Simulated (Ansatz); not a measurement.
# Al3Ru2: the cost of one run

Computed with Ansatz 0.2.0 (DFT PBE, scalar-relativistic, plane waves, PAW, unless a step's input says otherwise).

## Step 1: Starting point

Symmetry: R-3c, No. 167, trigonal system. Conventional cell: a = 5.577 Å, b = 5.577 Å, c = 15.225 Å, α = 90.00°, β = 90.00°, γ = 120.00°. Around Al (site symmetry 2) lie 4 Ru at 2.17 to 2.31 Å. Ru (site symmetry 3) is surrounded by 6 Al at 2.17 to 2.31 Å.

Coordinates:

```cif
data_structure
_symmetry_space_group_name_H-M 'P 1'
_symmetry_Int_Tables_number 1
_cell_length_a 6.0103
_cell_length_b 6.0103
_cell_length_c 6.0103
_cell_angle_alpha 55.281
_cell_angle_beta 55.281
_cell_angle_gamma 55.281
_cell_volume 136.69
loop_
_atom_site_label
_atom_site_type_symbol
_atom_site_fract_x
_atom_site_fract_y
_atom_site_fract_z
_atom_site_occupancy
Al1 Al 0.05625 0.44375 0.75000 1
Al2 Al 0.75000 0.05625 0.44375 1
Al3 Al 0.44375 0.75000 0.05625 1
Al4 Al 0.94375 0.55625 0.25000 1
Al5 Al 0.25000 0.94375 0.55625 1
Al6 Al 0.55625 0.25000 0.94375 1
Ru1 Ru 0.85218 0.85218 0.85218 1
Ru2 Ru 0.64782 0.64782 0.64782 1
Ru3 Ru 0.14782 0.14782 0.14782 1
Ru4 Ru 0.35218 0.35218 0.35218 1
```

(A quick probe on a coarse mesh, which set the mesh and smearing, is not shown.)

## Step 3: Rough relaxation on the coarse mesh

Contents of input.yaml:

```yaml
crystal:
  lattice:
    - [2.7883214591, 1.609838145, 5.0751637795]
    - [-2.7883214591, 1.609838145, 5.0751637795]
    - [0.0, -3.2196762901, 5.0751637795]
  atoms:
    - { symbol: Al, position: [0.05625, 0.44375, 0.75] }
    - { symbol: Al, position: [0.75, 0.05625, 0.44375] }
    - { symbol: Al, position: [0.44375, 0.75, 0.05625] }
    - { symbol: Al, position: [0.94375, 0.55625, 0.25] }
    - { symbol: Al, position: [0.25, 0.94375, 0.55625] }
    - { symbol: Al, position: [0.55625, 0.25, 0.94375] }
    - { symbol: Ru, position: [0.85218, 0.85218, 0.85218] }
    - { symbol: Ru, position: [0.64782, 0.64782, 0.64782] }
    - { symbol: Ru, position: [0.14782, 0.14782, 0.14782] }
    - { symbol: Ru, position: [0.35218, 0.35218, 0.35218] }
basis:
  ecutwfc: 420
kpoints:
  mp_grid: { grid: [6, 6, 6] }
hamiltonian:
  xc: pbe
scf:
  occupations: { method: gaussian, width: 0.1 }
  lower_state_search: "off"
output:
  forces: true
  stress: true
  eigenvalues: true
relax:
  adjacent_minimum: "off"
  f_tol: 0.04
  max_steps: 70
  cell: { stress_tol: 0.4 }
```

Started as:

```bash
ansatz run input.yaml --threads 1 --pin off --max-ram 2560MiB --backend cpu --events-out ev --progress --plain --runs-dir out
```

**Question.** How long does this run take on 1 thread of Arm Neoverse V2, shared host, and how much memory does it need?

About 3.4 min, with a peak of 0.54 GiB.
